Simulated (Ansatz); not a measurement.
Deforming Sb

```xyz
1
Lattice="3.0833 0.0000 0.0000 0.0000 3.0833 0.0000 0.0000 0.0000 3.0833" Properties=species:S:1:pos:R:3 pbc="T T T"
Sb    0.0000    0.0000    0.0000
```

Structure from Materials Project entry mp-133 (possibly hypothetical), not relaxed further.

No spin–orbit coupling, which matters for the heavy atoms here.

Theory: DFT, PBEsol, all-electron LAPW, scalar-relativistic in Ansatz 0.2.0.

Settings: a Γ-centred 12×12×12 k mesh, Fermi–Dirac smearing of 0.05 eV, basis error target 0.5 meV/atom, no spin polarisation.

The unchanged cell is at -1.21 GPa, so energy changes include a term −P ΔV where the volume moves.

In a metal, stresses and small energies carry noise from the k mesh.

x, y and z are the Cartesian axes of the cell as listed; fractional coordinates follow a strain, and an engineering shear is twice the off-diagonal strain component.

Q: With this change (z strained by +2 % at fixed volume), what becomes of the energy and stress?

A: Energy change +2 meV/atom; stress change (xx, yy, zz, yz, xz, xy) 0.61, 0.61, -1.24, 0.00, 0.00, 0.00 GPa, compression positive.

With x and y strained by +3 %, z held: energy change +34 meV/atom; stress change (xx, yy, zz, yz, xz, xy) -3.62, -3.62, -1.32, 0.00, 0.00, 0.00 GPa, compression positive.
